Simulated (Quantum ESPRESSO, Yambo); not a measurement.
# MgO (Fm-3m): G0W0 on several meshes in Yambo, part 2 of 2

Aim: the GW shift of MgO (Fm-3m) against the k mesh.

Quantum ESPRESSO 7.5 and Yambo 5.3.0; PBE and many-body steps on it, plane waves. Known limits of the many-body steps: not at the basis limit.

So far. Step 4 (8×8×8): The gap on the mesh goes from 4.89 eV to 7.17 eV, a correction of +2.28 eV. Step 5 (Empty states on the mesh, 6×6×6 mesh, 96 bands): On this mesh the gap is 4.895 eV.

## (6) Conversion and set-up

This step: Yambo 5.3.0; conversion and set-up on PBE, plane waves, norm-conserving pseudopotentials.

Command:

```
$ (cd o/x.save; p2y > p2y.log; mv SAVE ../..); yambo > setup.log
```

Log:

```text
 Yambo, version 5.3.0

 [02] CORE Variables Setup
 =========================

  [02.01] Unit cells
  ==================

  Cell kind             :  FCC
  Atoms in the cell     :  Mg  O
  number of Mg atoms    :  1
  number of O  atoms    :  1

  List of atomic masses
  Mass of Mg    :  24.30500
  Mass of O     :  15.99900

  List of atomic coordinates    : [cc]
  Mg1       :  0.000000  0.000000  0.000000  order 1
  O1       :  3.962758  3.962758  3.962758  order 2

  Alat factors          :  3.962758  3.962758  3.962758 [a.u.]
  Direct lattice volume :  124.4580 [a.u.]
[...]
Q [ 1]         [rlu]:  0.000000  0.000000  0.000000
 Q [ 2]         [rlu]:  0.26641E-17  0.26641E-17  0.16667
 Q [ 3]         [rlu]:  0.53282E-17  0.53282E-17  0.33333
[...]
Q [ 8]         [rlu]:  0.13140E-16  0.16667     -0.33333
 Q [ 9]         [rlu]: -0.33084E-16  0.16667     -0.16667
 Q [10]         [rlu]: -0.18077E-17  0.33333      0.33333
     [... 4 further rows ...]
 Q [15]         [rlu]:  0.166667  0.333333 -0.333333
 Q [16]         [rlu]:  0.166667 -0.500000 -0.333333

  [03.01] X indexes
  =================

   [03.01.01] Sigma indexes
   ========================

 [06] Game Over & Game summary
```

Wall time 2.4 s (1 MPI rank of Arm Neoverse N1, shared host); peak memory 0.23 GiB.

## (7) 6×6×6

This step: G0W0 on PBE, plane waves, norm-conserving pseudopotentials.

gw11.in

```
HF_and_locXC
gw0
dyson
ppa
em1d
rim_cut
RandQpts= 1000000
RandGvec= 1 RL
EXXRLvcs= 76 Ry
VXCRLvcs= 304 Ry
Chimod= "HARTREE"
% BndsRnXp
 1 | 96 |
%
NGsBlkXp= 17 Ry
% LongDrXp
 1 | 1 | 1 |
%
% GbndRnge
 1 | 96 |
%
DysSolver= "n"
ExtendOut
PPAPntXp= 27.21138 eV
% QPkrange
 1 | 1 | 7 | 10 |
%
```

Command:

```
$ OMP_NUM_THREADS=1 mpirun -n 8 yambo -F gw11.in -J gw11 -C gw11 > gw11.log
```

Log:

```text
 Yambo, version 5.3.0

 [02] CORE Variables Setup
 =========================

  [... cell, symmetries and grids as in the set-up ...]

  [02.05] Energies & Occupations
  ==============================

  [X] === General ===
  [X] Electronic Temperature                        :  0.000000  0.000000 [eV K]
  [X] Bosonic    Temperature                        :  0.000000  0.000000 [eV K]
  [X] Finite Temperature mode                       : no
  [X] El. density                                   :  0.86755E+24 [cm-3]
  [X] Fermi Level                                   :  8.213321 [eV]

  [X] === Gaps and Widths ===
  [X] Conduction Band Min                           :  4.894832 [eV]
  [X] Valence Band Max                              :  0.000000 [eV]
  [X] Filled Bands                                  :   8
  [X] Empty Bands                                   :    9   96
  [X] Direct Gap                                    :  4.894832 [eV]
  [X] Direct Gap localized at k                     :  1
  [X] Indirect Gap                                  :  4.894832 [eV]
  [X] Indirect Gap between kpts                     :  1  1
  [X] Last valence band width                       :  1.673727 [eV]
  [X] 1st conduction band width                     :  5.802527 [eV]

 [03] Transferred momenta grid and indexing
 ==========================================

 IBZ Q-points                                      :  16
 BZ  Q-points                                      :  216

 K/Q-points units:
 rlu = crystal or reduced units; cc = cartesian coordinates; iku = interal k-units

 Q [ 1]         [rlu]:  0.000000  0.000000  0.000000
 Q [ 2]         [rlu]:  0.26641E-17  0.26641E-17  0.16667
 Q [ 3]         [rlu]:  0.53282E-17  0.53282E-17  0.33333
[...]
================================================

 [VXC] Plane waves :  11113
 [EXS] Plane waves :  1459

 QP @ state[ 1 ] K range:  1  1
 QP @ state[ 1 ] b range:   7  10

 [xc] Functional : Perdew, Burke & Ernzerhof(X)+Perdew, Burke & Ernzerhof(C)
 [xc] LIBXC used to calculate xc functional
  PP Number of Atomic Species                      :  2
  NLCC RL compoments                               :  11113
  PP Number of Atomic Species                      :  2
  NLCC RL compoments                               :  11113

 [xc] E_xc :  -11.59305 [Ha]
      E_xc :  -23.18610 [Ry]

  Local XC kind (lXC) : Perdew, Burke & Ernzerhof(X)+Perdew, Burke & Ernzerhof(C)
  Non-Local XC kind (nlXC) : Hartree-Fock

  Corrections @ K [1] :  [eV]
 <7|nlXC|7> = -25.54908 -0.14630E-18 <7|lXC|7> = -20.15372  0.14160E-15
 <8|nlXC|8> = -25.54911 -0.16469E-16 <8|lXC|8> = -20.15372  0.23602E-16
 <9|nlXC|9> = -8.992304  0.36926E-17 <9|lXC|9> = -13.56135  0.18875E-15
 <10|nlXC|10> = -3.742464  0.76447E-18 <10|lXC|10> = -9.643180 -0.47205E-16

 [08] Dyson equation: Newton solver
 ==================================

  [08.01] G0W0 (W PPA)
  ====================

  [  GW  ] Bands range     :    1   96
  [GW/PPA] G damping       :  0.100000 [eV]

  QP @ state[ 1 ] K range:  1  1
  QP @ state[ 1 ] b range:   7  10

   Sc/G bands                                       :    1   96
   Sc/G damping                                     :  0.100000 ev
   Sc bands terminator                              : no
   Sx RL components                                 :  1459

   QP @ state[ 1 ] K range                          :  1  1
   QP @ state[ 1 ] b range                          :   7  10
   GF energies kind                                 : Perdew, Burke & Ernzerhof(X)+Perdew, Burke & Ernzerhof(C)
   GF WF`s kind                                     : Perdew, Burke & Ernzerhof(X)+Perdew, Burke & Ernzerhof(C)
   Xs energies kind                                 : Perdew, Burke & Ernzerhof(X)+Perdew, Burke & Ernzerhof(C)
   Xs WF`s kind                                     : Perdew, Burke & Ernzerhof(X)+Perdew, Burke & Ernzerhof(C)

 [11] Game Over & Game summary
```

The job ended after 1.9 min (8 MPI ranks; peak memory 2.6 GiB).

Numbers from this step:

```yaml
g0w0_gap_on_the_points_computed: 7.166 eV
starting_gap_on_the_mesh: 4.895 eV
k_of_the_valence_top: 0, 0, 0
k_of_the_conduction_bottom: 0, 0, 0
least_direct_g0w0_gap_on_the_computed_points: 7.166 eV
z_at_the_valence_top: 0.8034
z_at_the_conduction_bottom: 0.8514
```

Against G0W0 in Yambo (8×8×8 mesh, 96 bands, screening to 231.3 eV, Godby-Needs plasmon pole), the gap moves by −0.007 eV.

## (8) The runs together

Times are wall times on 8 MPI ranks of Arm Neoverse N1, shared host, good to a factor of about two.

| run | mesh | bands | screening cutoff (eV) | DFT gap (eV) | gap on the mesh (eV) | direct (eV) | time |
| --- | --- | --- | --- | --- | --- | --- | --- |
| 8×8×8 | 8×8×8 | 96 | 231.3 | 4.895 | 7.173 | 7.173 | 7.2 min |
| 6×6×6 | 6×6×6 | 96 | 231.3 | 4.895 | 7.166 | 7.166 | 1.9 min |

## (9) Outcome

| Quantity | Value |
| --- | --- |
| 8×8×8 | 7.173 eV |
| 6×6×6 | 7.166 eV |
| known limits | not at the basis limit |

**Reading.** 6×6×6: −0.007 eV against 8×8×8. Bands and cutoff are finite, so the gap is not at the basis limit. The miss can reach some tenths of an eV and take either sign; the mesh is an error of its own. In the G0W0 runs levels were corrected at 1 k point alone, so a gap called «on the mesh» is the least over those, and an edge elsewhere would be missed.

[Paths, hosts, dates, memory and timing lines, banners, echoed tables and standing remarks are left out of the program output.]

[Logs are printed without paths, hosts, clocks, repeated set-up lines and the standing remarks that a program may print on its own settings, such as how far it seeks lower states.]

[Runs of the session that timed out or met a known fault of the program may be left out.]

[Hosts, paths, dates, database ids (printed as entryN), source tags and the programs' standing remarks are cut or masked in the printed files.]
